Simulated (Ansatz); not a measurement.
# Rh (P6_3/mmc) in Ansatz: a series of runs

One crystal, Rh, is run at these levels: PBEsol; tasks: relaxation of cell and atoms.

All numbers are computed with Ansatz 0.2.0; they aren't measurements. Logs are shortened: lines on timing, memory, paths and dates and some standing lists are left out, and cuts for length are marked.

## Step 1: The structure

Symmetry: P6_3/mmc, No. 194, hexagonal system. The conventional cell has a = 2.731 Å, b = 2.731 Å, c = 4.428 Å, α = 90.00°, β = 90.00°, γ = 120.00°. Around Rh (site symmetry -6m2) lie 12 Rh at 2.72 to 2.73 Å.

This isn't the form of Rh at room conditions, which is fcc.

## Step 2: Relaxation of cell and atoms, PBEsol

input.yaml reads:

```yaml
crystal:
  lattice:
    - [2.7309790422, 0.0, 0.0]
    - [-1.3654895211, 2.3650972278, 0.0]
    - [0.0, 0.0, 4.428489]
  atoms:
    - { symbol: Rh, position: [0.3333333333, 0.6666666667, 0.25] }
    - { symbol: Rh, position: [0.6666666667, 0.3333333333, 0.75] }
kpoints:
  mp_grid: { grid: [11, 11, 6] }
scf:
  occupations: { method: fermi_dirac, width: 0.05 }
hamiltonian:
  xc: pbesol
  pseudopotentials: { kind: all_electron, lapw: { basis_error: 0.001 } }
output:
  forces: true
  stress: true
relax:
  f_tol: 0.01
  max_steps: 60
  cell: {}
```

Potentials or basis: all-electron LAPW, scalar-relativistic.

Started as:

```sh
$ ansatz run input.yaml --threads 1 --pin off --max-ram 3072MiB --backend cpu --events-out ev --progress --plain --runs-dir out
```

Log:

```text
Warning: RAYON_NUM_THREADS=1 ignored (pool sized by the plan → 1); use --threads N
The last accepted step is kept in <dir> (removed where the run ends without a failure and the disk answers)
LAPW: plane waves up to 8.708 Å⁻¹, error target 1.0e-3 eV per atom; small_component_spin mean_spin; Rh in spheres of 1.318 Å, 27 of its electrons in bands, Dirac shells [] (how accurate: hamiltonian.pseudopotentials.lapw.basis_error, Limitations)
Engine: ansatz 0.2.0, aarch64-unknown-linux-gnu
Pseudopotentials: kind: all_electron
Pseudopotential: Rh, LAPW, valence charge 27, lapw/all_electron/scalar/gaussian/Rh, Koelling and Harmon's equation, gaussian nucleus
Functional definition: PBEsol
  exchange = pbesol_x
  correlation = pbesol_c
Crystal: 2 atoms, lattice volume = 28.604 Å³
Basis set: ecut = 288.9291482299936 eV, 313 PW (Γ), exchange–correlation at level 2
Bands: 33, of which v1, the nominal top of the filled ones, is band 27 counted from 1 (26 counted from 0)
Symmetry: 24 space group operations
Space group: P63/mmc (ITA 194), of the structure as read, at distance tolerance 3.1e-5 Å
k-points: 64 of 726
Non-local potential: Rh, projectors of the file, none
Initial density: superposition of atomic densities (chi_scale 0.1, normalization cell)
Initial wavefunctions: plane waves of lowest kinetic energy (no species holds an atomic orbital)
Functional: x = pbesol(κ = 0.804, μ = 0.12345679012345678), c = pbesol(β = 0.046)
iter 1 solved again at ethr=6.03e-4 eV; its pass at ethr=1.00e-1 eV (dr2=3.26e-1 eV) is discarded
SCF iter   1: F=—  HF=-260247.268556 eV  |F-HF|=—  |Δ(HF+E_count)|=         —  Δρ=4.60e-2  dr2=3.27e-1  ethr=6.03e-4  ⟨swp⟩=2.8  Hψ=13516  notcnv=0
preconditioner: auto → Kerker (q_TF=auto, 3.033 Å⁻¹)  [metal: Δε(μ)=0.002 eV  Ē_g=10.072 eV  σ=0.050 eV  W_gap=0.01  n_scr=22 (ndim 8)  ℏωp=29.5 eV  f_vac=0.000  D(μ)=3.84/eV (n_scr^D=54)]
iter 2 solved again at ethr=2.12e-5 eV; its pass at ethr=6.03e-4 eV (dr2=1.15e-2 eV) is discarded
SCF iter   2: F=—  HF=-260246.297456 eV  |F-HF|=—  |Δ(HF+E_count)|=   9.71e-1  Δρ=6.92e-3  dr2=1.15e-2  ethr=2.12e-5  ⟨swp⟩=2.0  Hψ=10904  notcnv=0
SCF iter   3: F=—  HF=-260246.206537 eV  |F-HF|=—  |Δ(HF+E_count)|=   9.09e-2  Δρ=1.05e-2  dr2=2.34e-2  ethr=2.12e-5  ⟨swp⟩=2.2  Hψ=6388  notcnv=0
SCF iter   4: F=—  HF=-260246.199776 eV  |F-HF|=—  |Δ(HF+E_count)|=   6.76e-3  Δρ=4.03e-3  dr2=4.46e-3  ethr=2.12e-5  ⟨swp⟩=2.0  Hψ=6140  notcnv=0
SCF iter   5: F=—  HF=-260246.200188 eV  |F-HF|=—  |Δ(HF+E_count)|=   4.12e-4  Δρ=9.64e-4  dr2=2.74e-4  ethr=8.25e-6  ⟨swp⟩=2.0  Hψ=6036  notcnv=0
SCF iter   6: F=—  HF=-260246.200197 eV  |F-HF|=—  |Δ(HF+E_count)|=   8.46e-6  Δρ=1.89e-4  dr2=7.88e-6  ethr=5.08e-7  ⟨swp⟩=2.0  Hψ=6158  notcnv=0
SCF iter   7: F=—  HF=-260246.200195 eV  |F-HF|=—  |Δ(HF+E_count)|=   2.24e-6  Δρ=3.09e-5  dr2=2.73e-7  ethr=1.46e-8  ⟨swp⟩=2.0  Hψ=6158  notcnv=0
SCF iter   8: F=-260246.200194 eV  HF=-260246.200194 eV  |F-HF|=6.21e-8  |Δ(HF+E_count)|=   1.68e-7  Δρ=1.11e-5  dr2=3.82e-8  ethr=5.05e-10  ⟨swp⟩=2.0  Hψ=6159  notcnv=0
SCF 1 converged in 8 iterations: F = -260246.200194 eV  dr2 = 3.82e-8
relax step   1: F+E_penalty+E_count = -260246.20019439 eV  Δ(F+E_penalty+E_count) = +0.000e0 eV  max|allowed force component| = 2.891e-17 eV/Å  Δτ_max = 0.0000 Å  P = -13.673 GPa  Ω = 28.604 Å³  (8 SCF iters, accepted)
Crystal: 2 atoms, lattice volume = 25.564 Å³
Basis set: ecut = 311.3977281567345 eV, 313 PW (Γ), exchange–correlation at level 2
Initial density: handed on by an earlier stage of this run
Initial wavefunctions: those handed on with the density
iter 1 solved again at ethr=6.09e-8 eV; its pass at ethr=1.00e-1 eV (dr2=3.29e-5 eV) is discarded
SCF iter   1: F=—  HF=-260246.179120 eV  |F-HF|=—  |Δ(HF+E_count)|=         —  Δρ=4.64e-4  dr2=3.50e-5  ethr=6.09e-8  ⟨swp⟩=5.8  Hψ=13530  notcnv=0
preconditioner: auto → Kerker (q_TF=auto, 3.090 Å⁻¹)  [metal: Δε(μ)=0.020 eV  Ē_g=11.407 eV  σ=0.050 eV  W_gap=0.10  n_scr=10 (ndim 8)  ℏωp=31.2 eV  f_vac=0.000  D(μ)=3.13/eV (n_scr^D=36)]
SCF iter   2: F=—  HF=-260246.176980 eV  |F-HF|=—  |Δ(HF+E_count)|=   2.14e-3  Δρ=1.16e-3  dr2=1.67e-4  ethr=6.09e-8  ⟨swp⟩=3.0  Hψ=7148  notcnv=0
SCF iter   3: F=—  HF=-260246.176783 eV  |F-HF|=—  |Δ(HF+E_count)|=   1.96e-4  Δρ=6.10e-4  dr2=5.28e-5  ethr=6.09e-8  ⟨swp⟩=2.2  Hψ=6163  notcnv=0
SCF iter   4: F=—  HF=-260246.176787 eV  |F-HF|=—  |Δ(HF+E_count)|=   3.44e-6  Δρ=1.60e-4  dr2=6.01e-6  ethr=6.09e-8  ⟨swp⟩=2.0  Hψ=6147  notcnv=0
SCF iter   5: F=—  HF=-260246.176788 eV  |F-HF|=—  |Δ(HF+E_count)|=   9.06e-7  Δρ=5.45e-5  dr2=7.46e-7  ethr=1.11e-8  ⟨swp⟩=2.0  Hψ=6147  notcnv=0
iter 6 solved again at ethr=3.55e-11 eV; its pass at ethr=1.38e-9 eV (dr2=1.91e-8 eV) is discarded
SCF iter   6: F=-260246.176788 eV  HF=-260246.176788 eV  |F-HF|=1.86e-8  |Δ(HF+E_count)|=   7.93e-8  Δρ=1.04e-5  dr2=1.91e-8  ethr=3.55e-11  ⟨swp⟩=2.0  Hψ=10502  notcnv=0
SCF 2 converged in 6 iterations: F = -260246.176788 eV  dr2 = 1.91e-8
relax step   2: F+E_penalty+E_count = -260246.17678766 eV  Δ(F+E_penalty+E_count) = +2.341e-2 eV  max|allowed force component| = 1.850e-17 eV/Å  Δτ_max = 0.0000 Å  P = +19.978 GPa  Ω = 25.564 Å³  (6 SCF iters, rejected (line search))
Crystal: 2 atoms, lattice volume = 27.286 Å³
Basis set: ecut = 298.15846250131136 eV, 313 PW (Γ), exchange–correlation at level 2
iter 1 solved again at ethr=3.10e-8 eV; its pass at ethr=1.00e-1 eV (dr2=1.67e-5 eV) is discarded
SCF iter   1: F=—  HF=-260246.267767 eV  |F-HF|=—  |Δ(HF+E_count)|=         —  Δρ=3.44e-4  dr2=2.03e-5  ethr=3.10e-8  ⟨swp⟩=5.9  Hψ=13254  notcnv=0
preconditioner: auto → Kerker (q_TF=auto, 3.057 Å⁻¹)  [metal: Δε(μ)=0.013 eV  Ē_g=10.712 eV  σ=0.050 eV  W_gap=0.06  n_scr=10 (ndim 8)  ℏωp=30.2 eV  f_vac=0.000  D(μ)=3.46/eV (n_scr^D=42)]
SCF iter   2: F=—  HF=-260246.266844 eV  |F-HF|=—  |Δ(HF+E_count)|=   9.23e-4  Δρ=6.66e-4  dr2=5.94e-5  ethr=3.10e-8  ⟨swp⟩=3.0  Hψ=6961  notcnv=0
SCF iter   3: F=—  HF=-260246.266733 eV  |F-HF|=—  |Δ(HF+E_count)|=   1.10e-4  Δρ=3.17e-4  dr2=1.49e-5  ethr=3.10e-8  ⟨swp⟩=2.1  Hψ=6161  notcnv=0
SCF iter   4: F=—  HF=-260246.266737 eV  |F-HF|=—  |Δ(HF+E_count)|=   3.62e-6  Δρ=8.52e-5  dr2=1.87e-6  ethr=2.76e-8  ⟨swp⟩=2.0  Hψ=6153  notcnv=0
SCF iter   5: F=—  HF=-260246.266737 eV  |F-HF|=—  |Δ(HF+E_count)|=   2.53e-7  Δρ=3.21e-5  dr2=2.89e-7  ethr=3.46e-9  ⟨swp⟩=2.0  Hψ=6153  notcnv=0
iter 6 solved again at ethr=1.08e-11 eV; its pass at ethr=5.34e-10 eV (dr2=5.81e-9 eV) is discarded
SCF iter   6: F=-260246.266737 eV  HF=-260246.266737 eV  |F-HF|=5.62e-9  |Δ(HF+E_count)|=   1.41e-8  Δρ=5.51e-6  dr2=5.79e-9  ethr=1.08e-11  ⟨swp⟩=2.0  Hψ=10514  notcnv=0
SCF 3 converged in 6 iterations: F = -260246.266737 eV  dr2 = 5.79e-9
relax step   3: F+E_penalty+E_count = -260246.26673733 eV  Δ(F+E_penalty+E_count) = -6.654e-2 eV  max|allowed force component| = 1.503e-17 eV/Å  Δτ_max = 0.0000 Å  P = -1.845 GPa  Ω = 27.286 Å³  (6 SCF iters, accepted)
Crystal: 2 atoms, lattice volume = 27.091 Å³
Basis set: ecut = 299.5862614306225 eV, 313 PW (Γ), exchange–correlation at level 2
iter 1 solved again at ethr=9.02e-9 eV; its pass at ethr=1.00e-1 eV (dr2=4.87e-6 eV) is discarded
SCF iter   1: F=—  HF=-260246.267761 eV  |F-HF|=—  |Δ(HF+E_count)|=         —  Δρ=6.29e-5  dr2=1.00e-6  ethr=9.02e-9  ⟨swp⟩=5.0  Hψ=12308  notcnv=0
preconditioner: auto → Kerker (q_TF=auto, 3.061 Å⁻¹)  [metal: Δε(μ)=0.013 eV  Ē_g=10.796 eV  σ=0.050 eV  W_gap=0.06  n_scr=10 (ndim 8)  ℏωp=30.3 eV  f_vac=0.000  D(μ)=3.42/eV (n_scr^D=42)]
SCF iter   2: F=—  HF=-260246.267753 eV  |F-HF|=—  |Δ(HF+E_count)|=   8.79e-6  Δρ=8.41e-5  dr2=1.14e-6  ethr=1.86e-9  ⟨swp⟩=3.0  Hψ=6606  notcnv=0
SCF iter   3: F=—  HF=-260246.267752 eV  |F-HF|=—  |Δ(HF+E_count)|=   1.06e-6  Δρ=4.89e-5  dr2=4.83e-7  ethr=1.86e-9  ⟨swp⟩=2.0  Hψ=6153  notcnv=0
iter 4 solved again at ethr=8.36e-11 eV; its pass at ethr=8.94e-10 eV (dr2=4.51e-8 eV) is discarded
SCF iter   4: F=-260246.267752 eV  HF=-260246.267752 eV  |F-HF|=3.93e-9  |Δ(HF+E_count)|=   5.62e-8  Δρ=1.29e-5  dr2=4.51e-8  ethr=8.36e-11  ⟨swp⟩=2.0  Hψ=10514  notcnv=0
SCF 4 converged in 4 iterations: F = -260246.267752 eV  dr2 = 4.51e-8
relax step   4: F+E_penalty+E_count = -260246.26775155 eV  Δ(F+E_penalty+E_count) = -1.014e-3 eV  max|allowed force component| = 8.211e-17 eV/Å  Δτ_max = 0.0000 Å  P = +0.228 GPa  Ω = 27.091 Å³  (4 SCF iters, accepted)
Crystal: 2 atoms, lattice volume = 27.112 Å³
Basis set: ecut = 299.43197796474124 eV, 313 PW (Γ), exchange–correlation at level 2
iter 1 solved again at ethr=6.50e-11 eV; its pass at ethr=1.00e-1 eV (dr2=3.51e-8 eV) is discarded
SCF iter   1: F=—  HF=-260246.267767 eV  |F-HF|=—  |Δ(HF+E_count)|=         —  Δρ=1.77e-5  dr2=8.46e-8  ethr=6.50e-11  ⟨swp⟩=5.9  Hψ=12469  notcnv=0
preconditioner: auto → Kerker (q_TF=auto, 3.060 Å⁻¹)  [metal: Δε(μ)=0.013 eV  Ē_g=10.787 eV  σ=0.050 eV  W_gap=0.06  n_scr=10 (ndim 8)  ℏωp=30.3 eV  f_vac=0.000  D(μ)=3.43/eV (n_scr^D=42)]
SCF iter   2: F=-260246.267767 eV  HF=-260246.267767 eV  |F-HF|=4.69e-8  |Δ(HF+E_count)|=   1.18e-7  Δρ=1.29e-5  dr2=4.67e-8  ethr=6.50e-11  ⟨swp⟩=2.3  Hψ=6177  notcnv=0
SCF 5 converged in 2 iterations: F = -260246.267767 eV  dr2 = 4.67e-8
relax step   5: F+E_penalty+E_count = -260246.26776677 eV  Δ(F+E_penalty+E_count) = -1.522e-5 eV  max|allowed force component| = 2.429e-17 eV/Å  Δτ_max = 0.0000 Å  P = +0.002 GPa  Ω = 27.112 Å³  (2 SCF iters, accepted)
iter 1 solved again at ethr=1.20e-10 eV; its pass at ethr=1.00e-1 eV (dr2=6.49e-8 eV) is discarded
SCF iter   1: F=—  HF=-260246.267765 eV  |F-HF|=—  |Δ(HF+E_count)|=         —  Δρ=1.34e-5  dr2=4.70e-8  ethr=1.20e-10  ⟨swp⟩=7.0  Hψ=15418  notcnv=0  reapply=27
SCF iter   2: F=-260246.267765 eV  HF=-260246.267765 eV  |F-HF|=1.07e-8  |Δ(HF+E_count)|=   2.67e-8  Δρ=8.80e-6  dr2=2.23e-8  ethr=8.71e-11  ⟨swp⟩=2.0  Hψ=6153  notcnv=0
SCF 6 converged in 2 iterations: F = -260246.267765 eV  dr2 = 2.23e-8
relax step   6: F+E_penalty+E_count = -260246.26776517 eV  Δ(F+E_penalty+E_count) = +1.608e-6 eV  max|allowed force component| = 3.007e-17 eV/Å  Δτ_max = 0.0000 Å  P = +0.002 GPa  Ω = 27.112 Å³  stress off target by 2.87e-3 GPa  SCF on the basis re-selected at this cell (its energy is not comparable with the rows above)  (2 SCF iters)
basis re-selected at this cell: Δ(F+E_penalty+E_count) = +1.608e-6 eV, ΔP = +0.000 GPa vs the last step (what re-selecting the basis moved, after the strain that the cell walked since its last selection, with what the two solves' SCF thresholds leave and, on support functions, any second-order correction that the steps lacked; it is no measure of the basis error at this ecutwfc). This SCF's stress stands 2.87e-3 GPa from its target on what of the cell is left free (relax.cell.stress_tol is 5.00e-2 GPa) and its largest allowed force component is 3.01e-17 eV/Å (relax.f_tol is 1.00e-2 eV/Å): within both
SCF converged after 2 iterations
Free energy (F): -260246.267765 eV
Harris-Foulkes:  -260246.267765 eV  (|F-HF|=1.07e-8)
Internal energy: -260246.239925 eV  (E = F + TS)
E sigma→0 (E₀):  -260246.253845 eV
Entropy (-TS):   -0.027841 eV (-13.920 meV/atom)
Fermi energy:    24.967174 eV
--- Per-component energies (eV) ---
  E_band       = -5528.408380
  E_kinetic    = 271084.328201
  E_xc         = -7431.201359
  E_electrostatic = -523899.366767  (all electrons and nuclei)
  E_smearing   = -0.027841  (= −TS)
  E_closure    = 0.000000  (closes the sum)
  E_atoms      = -260230.056130  (free atoms, spherical and without spin; not in F)
  Σ components = -260246.267765   (vs F -260246.267765, Δ=0.00e0)
  Basis errors (estimates in eV, not in F): energy 2.3e-4 per atom: plane waves 2.2e-4 (1.2e-4 summed), levels above the bands 2.6e-94, relativity 2.3e-8, radial functions 9.0e-6, core shells 9.5e-7; eigenvalues (radial functions only) 2.7e-6; not estimated: angular momenta, meshes, grids; target (lapw.basis_error) 1.0e-3; muffin-tin radii Rh 1.295 Å
--- Forces (eV/Å), atoms counted from 1 ---
  atom   1  Rh     0.00000000     0.00000000     0.00000000
  atom   2  Rh     0.00000000    -0.00000000    -0.00000000
  max |Σ_I F_I| component: 6.94e-18 eV/Å
--- Stress (GPa, compression-positive) ---
        0.001708       0.000000      -0.000000
        0.000000       0.001708      -0.000000
       -0.000000      -0.000000       0.002869
  P = ⅓ Tr σ = 0.0021 GPa (0.021 kbar)
--- Relaxed structure (5 steps of the walk, 4 accepted, 1 SCFs on fresh bases) ---
  F+E_penalty+E_count = -260246.26776517 eV   max|allowed force component| = 3.007e-17 eV/Å   (the final SCF, on the basis selected at the relaxed cell)
  cell:  # Å, volume = 27.1121 Å³
    - [2.6859645619302133, 4.586202988932615e-34, -2.2931014944663074e-34]
    - [-1.3429822809651066, 2.326113544296306, -1.6015551023377834e-18]
    - [-3.718437449390167e-34, -2.9988065904047213e-18, 4.339418292329809]
  atoms:
    - { symbol: Rh, position: [0.33333333333333326, 0.6666666666666665, 0.24999999999999997] }
    - { symbol: Rh, position: [0.6666666666666666, 0.33333333333333326, 0.7499999999999999] }
```

Wall time 68 s (1 thread of Arm Neoverse V2, shared host); peak memory 0.38 GiB.

Results:

```
Free energy                            : -260246.2678 eV
Relaxed volume                         : 13.56 Å³/atom
Relaxed cell                           : a = 2.686 Å, b = 2.686 Å, c = 4.339 Å, α = 90.00°, β = 90.00°, γ = 120.00°
Space group after relaxing (to 0.05 Å) : P6_3/mmc (No. 194)
Energy gained by relaxing              : 33.8 meV/atom
Ionic steps                            : 5
Pressure after relaxing                : 0.0 GPa
```

The path:
| step | energy change (eV) | largest force (eV/Å) | volume (Å³) |
| --- | --- | --- | --- |
| 1 | 0.0000 | 0.0000 | 28.60 |
| 2 | -0.0665 | 0.0000 | 27.29 |
| 3 | -0.0676 | 0.0000 | 27.09 |
| 4 | -0.0676 | 0.0000 | 27.11 |
| 5 | -0.0676 | 0.0000 | 27.11 |

Final structure:
```yaml
crystal:
  lattice:
    - [2.68596, 0.00000, 0.00000]
    - [-1.34298, 2.32611, 0.00000]
    - [0.00000, 0.00000, 4.33942]
  atoms:
    - { symbol: Rh, position: [0.33333, 0.66667, 0.25000] }
    - { symbol: Rh, position: [0.66667, 0.33333, 0.75000] }
```

(Continued in part 2 of 2.)
